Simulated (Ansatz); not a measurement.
A 6-atom cell of FeS2 (Pnnm) from a materials database, relaxed with r2SCAN, was run in Ansatz under altered settings. All numbers are computed, without spin polarisation but where a row says otherwise.

```xyz
6
Lattice="4.4308 0.0000 0.0000 0.0000 5.4006 0.0000 0.0000 0.0000 3.3792" Properties=species:S:1:pos:R:3 pbc="T T T"
Fe    2.2154    2.7003    1.6896
Fe    0.0000    0.0000    0.0000
S     1.3250    4.7408    1.6896
S     3.1058    0.6597    1.6896
S     0.8904    2.0406    0.0000
S     3.5404    3.3600    0.0000
```

The base run's other keys:
```yaml
kpoints:
  mp_grid: { grid: [4, 4, 6] }
hamiltonian:
  xc: pbe
scf:
  occupations: { method: fixed }
  n_extra_bands: 5
```

It takes 8 iterations with 1603 plane waves at 420 eV and 36 k points, and leaves a mean stress of +0.81 GPa. The gap over this mesh is 0.942 eV. It ran on 4 threads of Arm Neoverse N1, with other jobs on the host.

Outcomes, with energy and stress as changes against the base:
```
                                               setting            outcome  ΔF (meV/atom)  Δ mean stress (GPa)  gap on the mesh (eV)  iterations  wall time
                          hamiltonian.dispersion: d3bj          converged           -403                -4.81                 0.942           8      3.1 s
                                        accuracy: high          converged            0.0                 0.00                 0.942          11      3.6 s
                                 scf.mixing.beta: 0.05          converged            0.0                 0.00                 0.942           8        3 s
                                    basis.ecutwfc: 200  converged, warned          +5612                +2.76                 0.446          11      1.5 s
              scf.occupations: methfessel_paxton 0.001          converged            0.0                 0.00                 0.942           6      2.9 s
                     scf.mixing.preconditioner: kerker          converged            0.0                 0.00                 0.942           8      3.2 s
hamiltonian.pseudopotentials: nc (cutoff then 1225 eV)  converged, warned              –                -0.30                 0.839          11       15 s
                       kpoints.mp_grid.grid: [2, 2, 2]          converged            +40                +0.24                 0.958           8     0.92 s
                                    scf.mixing.ndim: 1      not converged              –                    –                     –          65       44 s
                scf.occupations: methfessel_paxton 0.2          converged            0.0                 0.00                 0.942           6      2.6 s
                                     basis.ecutwfc: 80  converged, warned        +222260               -42.67                  none          14      1.1 s
```
A dash marks a value that wasn't obtained or can't be compared. Stress is positive in compression. The base took 3.1 s.

- hamiltonian.dispersion: d3bj. The free energy moves by -403 meV an atom, the mean stress by -4.81 GPa and the gap on the mesh by 0.000 eV (to 0.942). A pairwise correction adds to energy, forces and stress after the SCF and leaves the bands alone.
- basis.ecutwfc: 200. 513 plane waves in place of 1603. The free energy moves by +5612 meV an atom, the mean stress by +2.76 GPa (single components by up to 8.3) and the gap on the mesh by -0.496 eV (to 0.446). The basis is too small: these are errors of the cutoff. Warned: cutoff below recommended, metallic iterate.
- hamiltonian.pseudopotentials: nc. Another set of potentials replaces the default one; the cutoff becomes 1225 eV and the cell holds 56 electrons (base 56). The mean stress moves by -0.30 GPa and the gap on the mesh by -0.102 eV (to 0.839). Totals and absolute levels hang on the potentials; gap and stress can be compared. Warned: metallic iterate.
- kpoints.mp_grid.grid: [2, 2, 2]. The free energy moves by +40 meV an atom, the mean stress by +0.24 GPa (single components by up to 3.7) and the gap on the mesh by +0.017 eV (to 0.958). The mesh is too coarse.
- scf.mixing.ndim: 1. The calculation stopped without meeting its thresholds. It stopped after 65 iterations; the base needs 8. Nothing that it printed is a property of the solid. Error: did not converge after 65 iterations: dr2 = 4.54e2 (threshold 1.00e-7), under the density mixer `msr1`, which `scf.mixing.algorithm: auto` chose by the deck's other keys (type `scf.mixing.algorithm: msr1` to keep it) […]
- basis.ecutwfc: 80. 125 plane waves in place of 1603. The free energy moves by +222260 meV an atom, the mean stress by -42.67 GPa (single components by up to 86.8) and the gap on the mesh by -3.523 eV (no gap is left). The basis is too small: these are errors of the cutoff. Warned: band overlap at count, cutoff below recommended, metallic iterate.

Within 1 meV an atom, 0.1 GPa and 0.005 eV of the base stay: accuracy: high; scf.mixing.beta: 0.05; scf.occupations: methfessel_paxton 0.001; scf.mixing.preconditioner: kerker; scf.occupations: methfessel_paxton 0.2.
